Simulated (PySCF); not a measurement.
## One molecule, a ladder of functionals, a line

Molecule: SMILES O=C1CCCO1, C4H6O2.

Molfile (atoms numbered from 1):
```
C4H6O2
     RDKit          3D

 12 12  0  0  0  0  0  0  0  0999 V2000
    2.2228   -1.3742    0.2072 O   0  0  0  0  0  0  0  0  0  0  0  0
    1.1763   -0.8221    0.0564 C   0  0  0  0  0  0  0  0  0  0  0  0
    0.8503    0.6525    0.2144 C   0  0  0  0  0  0  0  0  0  0  0  0
   -0.6649    0.6611    0.3307 C   0  0  0  0  0  0  0  0  0  0  0  0
   -1.0341   -0.5746   -0.4858 C   0  0  0  0  0  0  0  0  0  0  0  0
    0.0522   -1.4754   -0.3174 O   0  0  0  0  0  0  0  0  0  0  0  0
    1.2019    1.1677   -0.6964 H   0  0  0  0  0  0  0  0  0  0  0  0
    1.3991    1.0801    1.0630 H   0  0  0  0  0  0  0  0  0  0  0  0
   -0.9661    0.5235    1.3810 H   0  0  0  0  0  0  0  0  0  0  0  0
   -1.1458    1.5757   -0.0420 H   0  0  0  0  0  0  0  0  0  0  0  0
   -1.1394   -0.3378   -1.5593 H   0  0  0  0  0  0  0  0  0  0  0  0
   -1.9524   -1.0766   -0.1517 H   0  0  0  0  0  0  0  0  0  0  0  0
  1  2  2  0
  2  3  1  0
  3  4  1  0
  4  5  1  0
  5  6  1  0
  6  2  1  0
  3  7  1  0
  3  8  1  0
  4  9  1  0
  4 10  1  0
  5 11  1  0
  5 12  1  0
M  END
```

GIAO shieldings (ppm, equivalent atoms averaged) in PySCF 2.14.0 with density-fitted response routines on the PBE0-D3(BJ)/def2-SVP geometry, basis pcSseg-2, gas phase, non-relativistic:

| functional | exact exchange (%) | σ(O6) | σ(C5) | σ(C3) | σ(C4) |
| --- | --- | --- | --- | --- | --- |
| BLYP | 0 | 86.4 | 101.7 | 143.4 | 145.7 |
| BP86 | 0 | 90.4 | 107.0 | 148.2 | 150.9 |
| PBE | 0 | 89.2 | 107.1 | 148.4 | 151.1 |
| B3LYP | 20 | 100.1 | 108.0 | 148.2 | 151.2 |
| PBE0 | 25 | 105.8 | 114.3 | 153.8 | 157.3 |
| BHandHLYP | 50 | 120.2 | 116.2 | 154.3 | 158.0 |
| HF | 100 | 152.3 | 128.7 | 163.8 | 167.7 |

Problem. Fit each shielding as a line in the percentage of exact exchange.

Solution. σ(O6) = 88.6 + 0.64 x (rms 1.3 ppm); σ(C5) = 105.4 + 0.23 x (rms 2.2 ppm); σ(C3) = 146.7 + 0.17 x (rms 2.0 ppm); σ(C4) = 149.4 + 0.18 x (rms 2.2 ppm). The functionals also differ in their semilocal parts, which the line can't hold; Hartree–Fock has no correlation at all.

Problem. What does the line predict for mPW1PW91 (25 %), and what does the run give?

Solution. σ(O6): 104.6 predicted, 105.4 computed; σ(C5): 111.2 predicted, 113.6 computed; σ(C3): 150.9 predicted, 153.0 computed; σ(C4): 153.9 predicted, 156.5 computed ppm.
